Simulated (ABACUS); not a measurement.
# TiC under changes of volume

One of the cells (10.158 Å³/atom); the others are scaled copies at fixed shape and fractional positions:

```
Ti C
1.0
     0.00000    2.16572    2.16572
     2.16572    0.00000    2.16572
     2.16572    2.16572    0.00000
Ti C
1 1
Direct
  0.00000 0.00000 0.00000
  0.50000 0.50000 0.50000
```

The cell is a database's computed one.

- Program: ABACUS 3.10.1
- Functional: PBE
- Potentials or basis: PseudoDojo NC SR 0.4.1 PBE standard
- Cutoff: 1143 eV
- Density cutoff: 4572 eV
- Basis: plane waves
- k mesh: 11 × 11 × 11
- Occupations: fermi-dirac, width 0.05 eV
- Spin: no spin polarisation

```tsv
volume (Å³/atom)	energy over the lowest point (meV/atom)	pressure (GPa)
9.548	33.41	18.0
9.752	14.68	11.5
9.955	?	?
10.158	0.00	0.3
10.361	2.62	-4.5
10.564	11.04	-8.8
10.767	24.70	-12.7
```

What does the run at 9.955 Å³/atom give?

Energy over the lowest point 3.79 meV/atom; pressure 5.6 GPa.

Worked out: A Birch-Murnaghan fit of order 3 (a polynomial in V^(-2/3)) to the other rows has its minimum at 10.17 Å³/atom with B0 = V·E''(V) = 251 GPa and B' = 3.9. It gives 3.81 meV/atom at 9.955 Å³/atom, against the run's 3.79, and -dE/dV = 5.7 GPa, against 5.6.

Energies are extrapolated to zero smearing.
